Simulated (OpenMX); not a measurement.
## KI under changes of volume

One of the cells (40.300 Å³/atom); the others are scaled copies at fixed shape and fractional positions:

```xyz
2
Lattice="4.3196 0.0000 0.0000 0.0000 4.3196 0.0000 0.0000 0.0000 4.3196" Properties=species:S:1:pos:R:3 pbc="T T T"
I     2.1598    2.1598    2.1598
K     0.0000    0.0000    0.0000
```

Measurements of this composition are mostly on another form, of space group No. 225.

```yaml
Program: OpenMX 3.8.5
Functional: PBE
Potentials_or_basis: OpenMX 2013 PBE set, I7.0-s3p2d2f1, K10.0-s3p2d1, fixed grid of 45 × 45 × 45 points
k_mesh: 7 × 7 × 7
Occupations: fermi-dirac, width 0.05 eV
Spin: no spin polarisation
```

```csv
volume (Å³/atom),energy over the lowest point (meV/atom),gap on the mesh (eV)
37.139,18.15,3.78
37.929,?,?
38.720,5.88,3.67
40.300,0.56,3.57
41.090,0.00,3.52
41.880,0.68,3.47
```

**Question.** What does the run at 37.929 Å³/atom give?

**Answer.** Energy over the lowest point 11.15 meV/atom; gap on the mesh 3.72 eV.

Worked out: A Birch-Murnaghan fit of order 3 (a polynomial in V^(-2/3)) to the other rows has its minimum at 41.03 Å³/atom with B0 = V·E''(V) = 12.8 GPa and B' = 5.2. It gives 11.05 meV/atom at 37.929 Å³/atom, against the run's 11.15. A straight line through the other rows of the gap, of slope -2.57 eV per unit of ln V, gives 3.72 eV, against the run's 3.72.

Energies are extrapolated to zero smearing.

Caveats: spin-orbit coupling is left out, which moves the levels of the heavy elements; an odd mesh through Γ misses points on the zone boundary, where band edges often lie; the basis of atomic orbitals isn't converged, which shifts pressures, moduli and gaps.
